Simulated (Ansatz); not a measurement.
**Structures of SnO: which is lowest?**

Plane-wave DFT in Ansatz with scalar-relativistic PAW potentials, cutoff 500 eV, Γ-centred meshes chosen by cell and gap, Gaussian smearing with energies taken to zero width. Every cell was relaxed (cell and atoms) in a run of its own, within the symmetry of its start. Functional: r2SCAN.

Relaxed structures (starts from databases or built by putting these elements on another compound's sites):
A. P6_3mc, 4 atoms in the computed cell, a = 3.299 Å, c = 9.213 Å; sites (symmetry × multiplicity) Sn 3m. × 2, O 3m. × 2; start: built
B. P4_2/mnm, 8 atoms in the computed cell, a = 5.471 Å, c = 5.108 Å; sites (symmetry × multiplicity) Sn m.2m × 4, O m.2m × 4; start: built
C. P4/nmm, 4 atoms in the computed cell, a = 3.808 Å, c = 4.936 Å; sites (symmetry × multiplicity) Sn 4mm × 2, O -4m2 × 2; start: database
D. P-62m, 6 atoms in the computed cell, a = 5.943 Å, c = 3.276 Å; sites (symmetry × multiplicity) Sn -6.. × 2 + -62m × 1, O m2m × 3; start: built

Q: Rank them by energy. Could pressure change the order?

A:
```csv
structure,group,E − E(lowest) (meV/atom),V (Å³/atom),gap on mesh (eV)
C,P4/nmm,0.0,17.89,0.36
A,P6_3mc,386,21.71,1.63
B,P4_2/mnm,413,19.11,0.07
D,P-62m,558,16.70,0.00
```

C is lowest, 386 meV/atom under A. D is denser by 1.19 Å³/atom, so pressure favours it: ΔE/ΔV, with ΔE in eV and 1 eV/Å³ = 160.2 GPa, gives about 75 GPa for equal enthalpy if both cells were rigid; at such pressures compression changes ΔV much, so this is a scale only. Other structures may lie lower than all of these, and vibrations aren't counted.